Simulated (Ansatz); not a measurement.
## PbS, space group Fm-3m: a calculation of the dielectric tensor and Born charges

Run with Ansatz's Python interface.

`pbs_eps.py`:
```python
"""High-frequency dielectric tensor and Born charges of PbS."""

import warnings

import ansatz as az
import numpy as np

warnings.simplefilter("ignore", az.DeckWarning)

xtal = (
    az.Lattice.of((0.0, 2.96575, 2.96575), (2.96575, 0.0, 2.96575), (2.96575, 2.96575, 0.0))
    .atom("Pb", (0.0, 0.0, 0.0))
    .atom("S", (0.5, 0.5, 0.5))
)

# an insulator: whole occupations
calculation = xtal.calculation()
calculation = calculation.functional("PBEsol")
calculation = calculation.basis(550)
calculation = calculation.kpoints(6)
calculation = calculation.occupations("fixed")
calculation = calculation.dielectric()
res = calculation.run(threads=1)
response = res.dielectric
eps = np.asarray(response.eps_inf)

print("eps_inf")
print(np.round(eps, 3) + 0.0)
for site, z in zip(res.lattice.sites, response.zstar_e):
    print(f"{site.symbol:2s} Z* trace/3 = {np.trace(z) / 3:+.3f} e")
print(f"charge neutrality missed by {response.zstar_sum_residual_pre_e:.4f} e before the sum rule")
```

Output of `python pbs_eps.py`:
```text
eps_inf
[[18.996  0.     0.   ]
 [ 0.    18.996  0.   ]
 [ 0.     0.    18.996]]
Pb Z* trace/3 = +4.427 e
S  Z* trace/3 = -4.427 e
charge neutrality missed by 0.0034 e before the sum rule
```

Notes:
- Under fixed occupations the level called the Fermi level is the highest filled one on the SCF mesh; off the mesh a filled band can lie a little above it.
- Of the deposited cell: the entry's cell lengths or inner coordinates differ somewhat from later room-temperature determinations.
- Pressure is positive in compression.
- Spin-orbit coupling, which matters for elements this heavy, is left out.
- The structure is a deposited one; some such entries were measured under pressure or heat, so a shift against it needn't be the functional's error alone.
- This is the electronic (clamped-ion) response; a semilocal gap that is too small tends to raise it. The typed mesh is that of the SCF; the response is solved on denser meshes that the run picks.
- Processor time in the engine: 40 s on 1 thread of Intel(R) Xeon(R) Processor @ 2.30GHz, with other jobs on the host, peak memory 0.8 GiB.
